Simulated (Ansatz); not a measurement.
A run of Ansatz 0.2.0 is set up as follows.

File input.yaml:

```yaml
crystal:
  lattice:
    - [4.5998373239, 0.0, 0.0]
    - [0.0, 4.5998373239, 0.0]
    - [0.0, 0.0, 2.95921356]
  atoms:
    - { symbol: Ti, position: [0.0, 0.0, 0.5] }
    - { symbol: Ti, position: [0.5, 0.5, 0.0] }
    - { symbol: O, position: [0.30432132, 0.30432132, 0.5] }
    - { symbol: O, position: [0.19567868, 0.80432132, 0.0] }
    - { symbol: O, position: [0.80432132, 0.19567868, 0.0] }
    - { symbol: O, position: [0.69567868, 0.69567868, 0.5] }
hamiltonian:
  xc: blyp
  pseudopotentials: { kind: paw }
  dispersion: d4
kpoints:
  mp_grid: { grid: [6, 6, 9] }
scf:
  occupations: { method: fermi_dirac, width: 0.05 }
output:
  forces: true
  stress: true
  write_density: true
  write_potential: true
  elf: true
  volumetric_format: npy
relax:
  f_tol: 0.01
  max_steps: 40
  cell: { stress_tol: 0.05 }
```

Potentials or basis: Ansatz PAW.

The run is started by

```sh
$ ansatz run input.yaml --threads 2 --pin off --max-ram 5632MiB --backend cpu --events-out ev --progress --plain --runs-dir out
```

(1) Predict the space group after relaxing (to 0.05 Å).

(2) Estimate the relaxed volume.

Answers

(1) P4_2/mnm (No. 136).

(2) 10.53 Å³/atom.

Caveat: the pressure holds a Pulay correction of +0.9 GPa for the finite cutoff; the PAW data sets come from PBE, with cores solved anew for the run's functional, which leaves a small shift of forces and pressure.
